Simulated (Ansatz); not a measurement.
What does this script print? It uses Ansatz 0.2.0 through its Python package.

The script, `convert_co2.py`:
```python
'''Write the input file for CO2 without running it.'''

import ansatz as az
from ase import Atoms

atoms = Atoms(
    ['C', 'C', 'C', 'C', 'O', 'O', 'O', 'O', 'O', 'O', 'O', 'O'],
    scaled_positions=[
        [0.66376, 0.23728, 0.10228],
        [0.33624, 0.76272, 0.60228],
        [0.83624, 0.73728, 0.60228],
        [0.16376, 0.26272, 0.10228],
        [0.56542, 0.32771, 0.04862],
        [0.43458, 0.67229, 0.54862],
        [0.93458, 0.82771, 0.54862],
        [0.06542, 0.17229, 0.04862],
        [0.76255, 0.14674, 0.1571],
        [0.23745, 0.85326, 0.6571],
        [0.73745, 0.64674, 0.6571],
        [0.26255, 0.35326, 0.1571],
    ],
    cell=[
        [10.99467, 0.0, 0.0],
        [0.0, 3.76682, 0.0],
        [0.0, 0.0, 5.58326],
    ],
    pbc=True,
)
co2 = az.Crystal.from_ase(atoms)

calc = (
    co2.calculation()
    .functional('pbesol')
    .kpoints(2, 5, 3, center='gamma')
    .occupations('fixed')
    .basis(450)
    .phonons('dfpt', mesh=2)
)
text = calc.to_yaml()
print(text)
print('sections:', sorted(calc.input().to_dict()))
```

```console
$ python convert_co2.py
crystal:
  lattice:
    - [10.99467, 0.0, 0.0]
    - [0.0, 3.76682, 0.0]
    - [0.0, 0.0, 5.58326]
  atoms:
    - { symbol: C, position: [0.66376, 0.23728, 0.10227999999999998] }
    - { symbol: C, position: [0.33624, 0.76272, 0.60228] }
    - { symbol: C, position: [0.8362400000000001, 0.73728, 0.60228] }
    - { symbol: C, position: [0.16376, 0.26272, 0.10227999999999998] }
    - { symbol: O, position: [0.56542, 0.32771, 0.04862] }
    - { symbol: O, position: [0.43458, 0.67229, 0.54862] }
    - { symbol: O, position: [0.93458, 0.82771, 0.54862] }
    - { symbol: O, position: [0.06542, 0.17229, 0.04862] }
    - { symbol: O, position: [0.7625500000000001, 0.14674, 0.1571] }
    - { symbol: O, position: [0.23745000000000002, 0.85326, 0.6571] }
    - { symbol: O, position: [0.7374499999999999, 0.64674, 0.6571] }
    - { symbol: O, position: [0.26255, 0.35326, 0.1571] }
basis:
  ecutwfc: 450.0
kpoints:
  mp_grid:
    grid: [2, 5, 3]
    shift: [0.0, 0.0, 0.0]
hamiltonian:
  xc: pbesol
scf:
  occupations:
    method: fixed
phonons:
  method: dfpt
  qmesh: [2, 2, 2]

sections: ['basis', 'crystal', 'hamiltonian', 'kpoints', 'phonons', 'scf']
```

The input is only written out: it wasn't run, and its settings aren't tested. The structure comes from a database and needn't be a stable phase.
